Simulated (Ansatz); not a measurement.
One crystal and one scan (energy against volume) at two levels, PBE (plane waves to 420 eV, PAW, scalar-relativistic; Ansatz, a quantum-chemistry and plane-wave program) and PBEsol (plane waves to 420 eV, PAW, scalar-relativistic; Ansatz), each from its own relaxed cell and on its own mesh.

The crystal is CsPbI₃ (cubic perovskite); the cell is scaled evenly about its relaxed volume V₀.

The energy includes the smearing's −TS. CsPbI3 was relaxed with its symmetry unable to fall. Spin-orbit coupling is left out, though I and Pb are heavy. This is a high-temperature form of CsPbI3.

| quantity | run 1 | run 2 |
|---|---|---|
| Lattice constant a (Å) | 6.247 | 6.390 |
| Band gap of the relaxed cell, no spin-orbit coupling (eV) | 1.19 | 1.48 |
| Bulk modulus B₀ (third-order Birch-Murnaghan fit) (GPa) | 17.4 | 14.7 |

### Question
Which run is which level?

### Answer
Run 2 is PBE, run 1 is PBEsol. PBE gives the higher value for: lattice constant a; band gap of the relaxed cell, no spin-orbit coupling. PBE gives the lower value for: bulk modulus B₀.

(Under strain, the slope of the energy per volume gives the stress and its curvature an elastic modulus.)
